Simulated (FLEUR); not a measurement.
# SrO (Fm-3m) in FLEUR: band structure with RPBE

Aim: the band structure of SrO with RPBE.

Everything below comes from runs of FLEUR MaX-R8.1 (later development tree). Logs are shortened: lines on timing, memory, paths and dates and some standing lists are left out, and cuts for length are marked.

### 1 The crystal as given

It takes space group Fm-3m (No. 225, cubic). The conventional cell has a = 5.133 Å, b = 5.133 Å, c = 5.133 Å, α = 90.00°, β = 90.00°, γ = 90.00°. Sr (site symmetry m-3m) has 6 O at 2.57 Å as nearest neighbours. O (site symmetry m-3m) is surrounded by 6 Sr at 2.57 Å.

### 2 Band structure, RPBE

The input, inp.xml:

```xml
<?xml version="1.0" encoding="UTF-8" standalone="no"?>
<fleurInput fleurInputVersion="0.39">
   <comment>
      SrO                                                                                                 
   </comment>
   <calculationSetup>
      <cutoffs Kmax="3.8" Gmax="11.8" GmaxXC="11.8" numbands="0"/>
      <scfLoop itmax="60" minDistance="0.00001" maxIterBroyd="15" imix="Anderson" alpha="0.05" precondParam="0.0" spinf="2.0" sdNocoIR="T"/>
      <coreElectrons ctail="T" frcor="F" kcrel="0" coretail_lmax="0"/>
      <xcFunctional name="Rpbe" relativisticCorrections="F"/>
      <magnetism jspins="1"/>
      <soc l_soc="F" theta="0.0" phi="0.0" spav="F"/>
      <expertModes spex="0" secvar="F"/>
      <geometryOptimization l_f="F" forcealpha="1.0" forcemix="BFGS" epsdisp="0.00001" epsforce="0.00001"/>
      <ldaU l_linMix="F" mixParam="0.05" spinf="1.0"/>
   </calculationSetup>
   <cell>
      <bzIntegration valenceElectrons="16.0" mode="hist" fermiSmearingEnergy="0.00183747">
         <kPointListSelection listName="default-1"/>
         <!-- k-points included here -->
         <xi:include xmlns:xi="http://www.w3.org/2001/XInclude" href="kpts.xml"> </xi:include>
      </bzIntegration>
      <!-- symmetry operations included here -->
      <xi:include xmlns:xi="http://www.w3.org/2001/XInclude" href="sym.xml"> </xi:include>
      <bulkLattice scale="1.0">
         <bravaisMatrix>
            <row-1>    0.0000000000000000     4.8496041535609802     4.8496041535609802</row-1>
[... 29 lines left out ...]
         <energyParameters s="2" p="2" d="3" f="4"/>
         <lo type="SCLO" l="0" n="2" eDeriv="2"/>
         <lo type="SCLO" l="1" n="2" eDeriv="2"/>
         <lo type="SCLO" l="2" n="3" eDeriv="2"/>
      </species>
   </atomSpecies>
   <atomGroups>
      <atomGroup species="Strontium (Sr)">
         <relPos label="                   1">1.000/2.000 1.000/2.000 1.000/2.000</relPos>
         <force calculate="T" relaxXYZ="TTT"/>
      </atomGroup>
      <atomGroup species="Oxygen (O)">
         <relPos label="                   2">.0000000000 .0000000000 .0000000000</relPos>
         <force calculate="T" relaxXYZ="TTT"/>
      </atomGroup>
   </atomGroups>
   <output dos="F" band="F" slice="F">
      <checks vchk="F" cdinf="F"/>
      <bandDOS minEnergy="-.5*Htr" maxEnergy="0.5*Htr" sigma="0.015" storeEVData="T"/>
      <vacuumDOS vacdos="F" integ="F" star="F" nstars="0" locx1="0.0" locy1="0.0" locx2="0.0" locy2="0.0" nstm="0" tworkf="0.0"/>
      <unfoldingBand unfoldBand="F" supercellX="1" supercellY="1" supercellZ="1"/>
      <plotting iplot="0" polar="F">
         <plot TwoD="T" vec1="  1.0  0.0  0.0" vec2="  0.0  1.0  0.0" vec3="  0.0  0.0  1.0" zero="  0.0  0.0  0.0" file="plot"/>
      </plotting>
      <chargeDensitySlicing numkpt="0" minEigenval="0.0" maxEigenval="0.0" nnne="0" pallst="F"/>
      <specialOutput eonly="F"/>
      <moessbauerParams electricFieldGradient="T" isomerShift="T" coreHyperfine="T" valenceHyperfine="T"/>
      <magneticCircularDichroism mcd="F" energyLo="-10.0" energyUp="0.0"/>
   </output>
  <!-- We include the file relax.xml here to enable relaxations (see documentation) -->
  <xi:include xmlns:xi="http://www.w3.org/2001/XInclude" href="relax.xml"> <xi:fallback/> </xi:include>
</fleurInput>
```

The input, crystal.txt:

```
SrO
&input cartesian=F /
0.0000000000  2.5663000000  2.5663000000
2.5663000000  0.0000000000  2.5663000000
2.5663000000  2.5663000000  0.0000000000
1.8897261246
1.0 1.0 1.0

2
38 0.5000000000  0.5000000000  0.5000000000
8 0.0000000000  0.0000000000  0.0000000000

&kpt div1=9 div2=9 div3=9 gamma=T /
```

The input, inp.xml (bands):

```
<?xml version="1.0" encoding="UTF-8" standalone="no"?>
<fleurInput fleurInputVersion="0.39">
   <comment>
      SrO                                                                                                 
   </comment>
   <calculationSetup>
      <cutoffs Kmax="3.8" Gmax="11.8" GmaxXC="11.8" numbands="0"/>
      <scfLoop itmax="60" minDistance="0.00001" maxIterBroyd="15" imix="Anderson" alpha="0.05" precondParam="0.0" spinf="2.0" sdNocoIR="T"/>
      <coreElectrons ctail="T" frcor="F" kcrel="0" coretail_lmax="0"/>
      <xcFunctional name="Rpbe" relativisticCorrections="F"/>
      <magnetism jspins="1"/>
      <soc l_soc="F" theta="0.0" phi="0.0" spav="F"/>
      <expertModes spex="0" secvar="F"/>
      <geometryOptimization l_f="F" forcealpha="1.0" forcemix="BFGS" epsdisp="0.00001" epsforce="0.00001"/>
      <ldaU l_linMix="F" mixParam="0.05" spinf="1.0"/>
   </calculationSetup>
   <cell>
      <bzIntegration valenceElectrons="16.0" mode="hist" fermiSmearingEnergy="0.00183747">
         <kPointListSelection listName="path-1"/>
         <!-- k-points included here -->
         <xi:include xmlns:xi="http://www.w3.org/2001/XInclude" href="kpts.xml"> </xi:include>
      </bzIntegration>
      <!-- symmetry operations included here -->
      <xi:include xmlns:xi="http://www.w3.org/2001/XInclude" href="sym.xml"> </xi:include>
      <bulkLattice scale="1.0">
[... 29 lines left out ...]
            <stateOccupation state="(2p3/2)" spinUp="1.333333" spinDown="1.333333"/>
         </electronConfig>
         <energyParameters s="2" p="2" d="3" f="4"/>
         <lo type="SCLO" l="0" n="2" eDeriv="2"/>
         <lo type="SCLO" l="1" n="2" eDeriv="2"/>
         <lo type="SCLO" l="2" n="3" eDeriv="2"/>
      </species>
   </atomSpecies>
   <atomGroups>
      <atomGroup species="Strontium (Sr)">
         <relPos label="                   1">1.000/2.000 1.000/2.000 1.000/2.000</relPos>
         <force calculate="T" relaxXYZ="TTT"/>
      </atomGroup>
      <atomGroup species="Oxygen (O)">
         <relPos label="                   2">.0000000000 .0000000000 .0000000000</relPos>
         <force calculate="T" relaxXYZ="TTT"/>
      </atomGroup>
   </atomGroups>
   <output dos="F" band="T" slice="F">
      <checks vchk="F" cdinf="F"/>
      <bandDOS minEnergy="-.5*Htr" maxEnergy="0.5*Htr" sigma="0.015" storeEVData="T"/>
      <vacuumDOS vacdos="F" integ="F" star="F" nstars="0" locx1="0.0" locy1="0.0" locx2="0.0" locy2="0.0" nstm="0" tworkf="0.0"/>
      <unfoldingBand unfoldBand="F" supercellX="1" supercellY="1" supercellZ="1"/>
      <plotting iplot="0" polar="F">
         <plot TwoD="T" vec1="  1.0  0.0  0.0" vec2="  0.0  1.0  0.0" vec3="  0.0  0.0  1.0" zero="  0.0  0.0  0.0" file="plot"/>
      </plotting>
      <chargeDensitySlicing numkpt="0" minEigenval="0.0" maxEigenval="0.0" nnne="0" pallst="F"/>
      <specialOutput eonly="F"/>
      <moessbauerParams electricFieldGradient="T" isomerShift="T" coreHyperfine="T" valenceHyperfine="T"/>
      <magneticCircularDichroism mcd="F" energyLo="-10.0" energyUp="0.0"/>
   </output>
  <!-- We include the file relax.xml here to enable relaxations (see documentation) -->
  <xi:include xmlns:xi="http://www.w3.org/2001/XInclude" href="relax.xml"> <xi:fallback/> </xi:include>
</fleurInput>
```

Potentials or basis: all-electron, FLAPW.

Started as:

```
inpgen -f crystal.txt -profile fastHighL
# inp.xml edited to the form shown
fleur_MPI
fleur_MPI   # second run, on inp.xml (bands)
```

What it wrote:

```text
Welcome to FLEUR        (www.flapw.de)
      MaX-Release 8.1          (www.max-centre.eu)

 ========== k-point set info ==========
 Selected k-point list: default-1
 k-point list type: mesh
 9 x 9 x 9
 Number of k points: 35

 ------------Calculation Setup---------------------------
 Number of MPI-tasks      :            1
 Number of PE/node        :            1
 Number of OMP-threads    :            1
 Most efficient MPI parallelization for:
           1           5           7          35
 Additional eigenvalue parallelization possible
 Number of basis functions:          290
 Approximate size of matrices (H+S) per k-point:         0.001 GB
 --------------------------------------------------------
 Iteration:     1   Distance:      21.36120459 me/bohr^3
 Iteration:     2   Distance:      17.69280871 me/bohr^3
 Iteration:     3   Distance:       5.70494804 me/bohr^3
 Iteration:     4   Distance:       8.81137448 me/bohr^3
 Iteration:     5   Distance:       0.86870386 me/bohr^3
 Iteration:     6   Distance:       2.07794104 me/bohr^3
 Iteration:     7   Distance:       0.24788095 me/bohr^3
 Iteration:     8   Distance:       0.22314380 me/bohr^3
 Iteration:     9   Distance:       0.03342429 me/bohr^3
 Iteration:    10   Distance:       0.03813935 me/bohr^3
 Iteration:    11   Distance:       0.01941964 me/bohr^3
 Iteration:    12   Distance:       0.00232164 me/bohr^3
 Iteration:    13   Distance:       0.00238158 me/bohr^3
 Iteration:    14   Distance:       0.00041838 me/bohr^3
 Iteration:    15   Distance:       0.00041906 me/bohr^3
 Iteration:    16   Distance:       0.00037217 me/bohr^3
 Iteration:    17   Distance:       0.00025702 me/bohr^3
 Iteration:    18   Distance:       0.00004168 me/bohr^3
 Iteration:    19   Distance:       0.00001413 me/bohr^3
 Iteration:    20   Distance:       0.00001208 me/bohr^3
 Iteration:    21   Distance:       0.00000187 me/bohr^3

 ********************************************************************
 Run finished successfully
 Stop message:
   all done
 ********************************************************************
```

Wall time 25 s (1 thread of Intel Xeon Platinum 8488C (Sapphire Rapids), shared host); peak memory 0.07 GiB.

What came out:

| Item | Value |
| --- | --- |
| Free energy | -88587.8856 eV |
| Band gap on the k mesh | 3.64 eV, indirect (least direct gap 3.72 eV) |
| Band gap along the path | 3.58 eV, indirect (least direct gap 3.66 eV) |
| Valence electrons inside the program's atomic spheres | Sr 7.90; O 6.17 (radii Sr 2.48, O 2.01 bohr) |

Levels at the corners of the path, in eV from the valence-band top:
```
point  band 5  band 6  band 7  band 8  band 9  band 10  band 11  band 12
    Γ  -14.10    0.00    0.00    0.00    4.40     6.44     6.44     6.44
    X  -14.45   -0.39   -0.08   -0.08    3.58     7.99    10.24    10.75
    W  -13.57   -1.09   -0.39   -0.39    6.29     6.29     8.75    11.21
    K  -13.74   -0.90   -0.55   -0.43    5.06     8.18     8.88    10.28
    Γ  -14.10    0.00    0.00    0.00    4.40     6.44     6.44     6.44
    L  -12.99   -2.05   -1.10   -1.10    6.82     8.81     9.03     9.03
    U  -13.74   -0.90   -0.55   -0.43    5.06     8.18     8.88    10.28
    W  -13.57   -1.09   -0.39   -0.39    6.29     6.29     8.75    11.21
    L  -12.99   -2.05   -1.10   -1.10    6.82     8.81     9.03     9.03
    K  -13.74   -0.90   -0.55   -0.43    5.06     8.18     8.88    10.28
    U  -13.74   -0.90   -0.55   -0.43    5.06     8.18     8.88    10.28
    X  -14.45   -0.39   -0.08   -0.08    3.58     7.99    10.24    10.75
```

Core levels (eV from the Fermi level):
```tsv
atom	levels
1 Sr	1s1/2 -15923.0, 2s1/2 -2147.6, 2p1/2 -1952.7, 2p3/2 -1884.3, 3s1/2 -324.8, 3p1/2 -254.1, 3p3/2 -243.6, 3d3/2 -119.8, 3d5/2 -118.0
2 O	1s1/2 -502.9
```

A hybrid or GW would open this gap; RPBE tends to underestimate it.
